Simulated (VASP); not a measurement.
# AlN (P6_3mc) in VASP: a series of runs, part 2 of 2

VASP 6.6.1.

### 3 Single point, PBE

This run uses another cell than the first one, of 10.43 Å³/atom, 0.980 times its volume.

INCAR reads:

```
SYSTEM = AlN
PREC = Accurate
ENCUT = 520
EDIFF = 1E-7
ISMEAR = 0
SIGMA = 0.1
LREAL = .FALSE.
LASPH = .TRUE.
NELM = 100
ALGO = Normal
ISIF = 2
LWAVE = .FALSE.
LCHARG = .FALSE.
GGA = PE
NBANDS = 16
```

KPOINTS reads:

```
regular mesh
0
G
  6 6 4
  0 0 0
```

POSCAR reads:

```
AlN
1.0
    3.1110021516      0.0000000000      0.0000000000
   -1.5555010758      2.6942068945      0.0000000000
    0.0000000000      0.0000000000      4.9780000000
Al N
2 2
Direct
    0.3333333333      0.6666666667      0.0000000000
    0.6666666667      0.3333333333      0.5000000000
    0.3333333333      0.6666666667      0.3850000000
    0.6666666667      0.3333333333      0.8850000000
```

Potentials or basis: VASP PAW PBE potentials, release 64 (Al, N).

Launch:

```bash
> cat potpaw_PBE.64/Al/POTCAR potpaw_PBE.64/N/POTCAR > POTCAR
> mpirun -np 1 vasp_std > vasp.out
```

OUTCAR:

```text
SYSTEM = AlN
   PREC = Accurate
   ENCUT = 520
   EDIFF = 1E-7
   ISMEAR = 0
   LREAL = .FALSE.
   LASPH = .TRUE.
   NELM = 100
   ISIF = 2
   GGA = PE

 ion  position               nearest neighbor table
   1  0.333  0.667  0.000-   4 1.89   4 1.89   4 1.89   3 1.92   2 3.07   2 3.07   2 3.07   2 3.07
                             2 3.07   2 3.07
   2  0.667  0.333  0.500-   3 1.89   3 1.89   3 1.89   4 1.92   1 3.07   1 3.07   1 3.07   1 3.07
                             1 3.07   1 3.07
   3  0.333  0.667  0.385-   2 1.89   2 1.89   2 1.89   1 1.92
   4  0.667  0.333  0.885-   1 1.89   1 1.89   1 1.89   2 1.92

[... 599 lines left out ...]
  -------------------------------------------------------------------------------------
  Total        1.1432429      1.1432429      0.6669956      0.0000000      0.0000000      0.0000000
  in kB       43.8998395     43.8998395     25.6122325      0.0000000      0.0000000      0.0000000
  external PRESSURE =      37.8039705 kB  Pullay stress =       0.0000000 kB

 VOLUME and BASIS-vectors are now :
 -----------------------------------------------------------------------------
  energy-cutoff  :      520.00
  volume of cell :       41.72
      direct lattice vectors                 reciprocal lattice vectors
     3.111002152  0.000000000  0.000000000     0.321439829  0.185583372  0.000000000
    -1.555501076  2.694206895  0.000000000     0.000000000  0.371166744  0.000000000
     0.000000000  0.000000000  4.978000000     0.000000000  0.000000000  0.200883889

 POSITION                                       TOTAL-FORCE (eV/Angst)
 -----------------------------------------------------------------------------------
     -0.00000      1.79614      0.00000         0.000000     -0.000000      0.180322
      1.55550      0.89807      2.48900        -0.000000     -0.000000      0.180322
     -0.00000      1.79614      1.91653        -0.000000     -0.000000     -0.180322
      1.55550      0.89807      4.40553         0.000000      0.000000     -0.180322
 -----------------------------------------------------------------------------------
    total drift:                               -0.000000      0.000000      0.000614

  FREE ENERGIE OF THE ION-ELECTRON SYSTEM (eV)
  ---------------------------------------------------
  free  energy   TOTEN  =       -29.7666994935 eV

  energy  without entropy=      -29.7666994935  energy(sigma->0) =      -29.76669949
```

OSZICAR:

```text
N       E                     dE             d eps       ncg     rms          rms(c)
DAV:   1     0.414654865428E+02    0.41465E+02   -0.72842E+03   672   0.891E+02
DAV:   2    -0.312009149435E+02   -0.72666E+02   -0.67392E+02   952   0.190E+02
DAV:   3    -0.344990374559E+02   -0.32981E+01   -0.32909E+01   840   0.415E+01
DAV:   4    -0.345188139671E+02   -0.19777E-01   -0.19775E-01   832   0.362E+00
DAV:   5    -0.345190764182E+02   -0.26245E-03   -0.26245E-03   816   0.424E-01    0.122E+01
DAV:   6    -0.297542053571E+02    0.47649E+01   -0.10661E+01   792   0.237E+01    0.417E+00
DAV:   7    -0.297783299134E+02   -0.24125E-01   -0.68572E-01   736   0.582E+00    0.295E+00
DAV:   8    -0.297711612750E+02    0.71686E-02   -0.60151E-02   744   0.226E+00    0.591E-01
DAV:   9    -0.297661508288E+02    0.50104E-02   -0.12246E-02   880   0.815E-01    0.246E-01
DAV:  10    -0.297667765839E+02   -0.62576E-03   -0.22457E-03   704   0.298E-01    0.132E-01
DAV:  11    -0.297666963775E+02    0.80206E-04   -0.17339E-04   808   0.101E-01    0.327E-02
DAV:  12    -0.297666996605E+02   -0.32830E-05   -0.11830E-05   744   0.274E-02    0.752E-03
DAV:  13    -0.297666994837E+02    0.17675E-06   -0.40474E-06   808   0.155E-02    0.568E-03
DAV:  14    -0.297666994935E+02   -0.97465E-08   -0.32161E-07   768   0.481E-03
   1 F= -.29766699E+02 E0= -.29766699E+02  d E =-.186284E-10
```

stdout:

```text
POSCAR found type information on POSCAR AlN
 POSCAR found :  2 types and       4 ions
 scaLAPACK will be used
 LDA part: xc-table for (Slater+PW92), standard interpolation
 POSCAR, INCAR and KPOINTS ok, starting setup
 FFT: planning ... GRIDC
 FFT: planning ... GRID_SOFT
 FFT: planning ... GRID
 WAVECAR not read
 entering main loop
```

Wall time 7.7 s (1 thread of Intel Xeon Platinum 8488C (Sapphire Rapids), shared host); peak memory 0.15 GiB.

Results:

```yaml
Free_energy: -29.7667 eV
Pressure: 3.8 GPa
Largest_force: 0.180 eV/Å
Band_gap_on_the_k_mesh: 4.16 eV, direct
```

Forces in eV/Å, atoms in the order of the input:
```
Al   0.000  0.000  0.180
Al   0.000  0.000  0.180
N    0.000  0.000 -0.180
N    0.000  0.000 -0.180
```

Stress tensor (GPa, compression positive):
```
4.39 0.00 0.00
0.00 4.39 0.00
0.00 0.00 2.56
```

### 4 Single point, PBE

INCAR reads:

```
PREC     = Accurate       # precision mode
ENCUT    = 520            # plane-wave cutoff, eV
EDIFF    = 1E-6           # SCF threshold, eV
ISMEAR   = 0              # smearing method
SIGMA    = 0.02           # smearing width, eV
LREAL    = F              # projectors in reciprocal space
LASPH    = T              # aspherical terms in the spheres
NELM     = 100            # most SCF steps
ALGO     = Normal         # electronic algorithm
ISIF     = 2              # what is computed and relaxed
LWAVE    = F              # write WAVECAR
LCHARG   = T              # write CHGCAR
GGA      = PE             # functional
LELF     = T              # ELF
LVHAR    = T            
NBANDS   = 16             # bands
```

KPOINTS reads:

```
Automatic mesh
0
Gamma
  12 12 6
```

POSCAR reads:

```
AlN
1.0
    3.1302395625      0.0000000000      0.0000000000
   -1.5651197812      2.7108669810      0.0000000000
    0.0000000000      0.0000000000      5.0179796543
Al N
2 2
Direct
    0.3333333333      0.6666666667      0.0017287175
    0.6666666667      0.3333333333      0.5017287175
    0.3333333333      0.6666666667      0.3832712825
    0.6666666667      0.3333333333      0.8832712825
```

Launch:

```bash
> cat potpaw_PBE.64/Al/POTCAR potpaw_PBE.64/N/POTCAR > POTCAR
> mpirun -np 1 vasp_std > vasp.out
```

Run time: 26 s. Hardware: 1 thread of Intel Xeon Platinum 8488C (Sapphire Rapids), shared host; peak memory 0.18 GiB.

It converged, with:

| Item | Value |
| --- | --- |
| Free energy | -29.7805 eV |
| Pressure | -0.3 GPa |
| Band gap on the k mesh | 4.04 eV, direct |

Levels at points of the mesh, in eV from the valence-band top:
```
           k point  band 6  band 7  band 8  band 9  band 10  band 11
(0.00, 0.00, 0.00)   -0.20   -0.20    0.00    4.04     6.51    10.46
(0.50, 0.00, 0.00)   -2.05   -1.74   -0.68    5.76     5.76     8.02
(0.00, 0.00, 0.50)   -0.53   -0.53   -0.53    6.31     6.31    10.17
(0.50, 0.00, 0.50)   -1.44   -1.35   -1.35    5.25     5.25     9.14
```

### 5 Comparison with measurements

Step 2. Measured gap of AlN: 6.034 eV (an exciton energy, a little under the gap; 10 K; quoted in “Self-assembly of well-separated AlN nanowires directly on sputtered metallic TiN films”, 2019, arxiv:1910.07391). This calculation gives 4.04 eV (-1.99 eV). 2 values of this kind are on record (6.034 to 6.0343 eV); this one was drawn at random. The value is that of PBE on a finite k mesh, which can miss the band edges, without temperature or zero-point motion. Semilocal functionals fall short of measured gaps as a rule.

Step 3. Against the measured gap of AlN, 6.034 eV (an exciton energy, a little under the gap; 10 K; quoted in “Self-assembly of well-separated AlN nanowires directly on sputtered metallic TiN films”, 2019, arxiv:1910.07391), the calculated 4.16 eV is off by -1.87 eV. 2 values of this kind are on record (6.034 to 6.0343 eV); this one was drawn at random. The value is that of PBE, without temperature or zero-point motion. Semilocal functionals fall short of measured gaps as a rule.

Step 4. Measured gap of AlN: 6.034 eV (an exciton energy, a little under the gap; 10 K; quoted in “Self-assembly of well-separated AlN nanowires directly on sputtered metallic TiN films”, 2019, arxiv:1910.07391). This calculation gives 4.04 eV (-1.99 eV). 2 values of this kind are on record (6.034 to 6.0343 eV); this one was drawn at random. The value is that of PBE on a finite k mesh, which can miss the band edges, without temperature or zero-point motion. Semilocal functionals fall short of measured gaps as a rule.
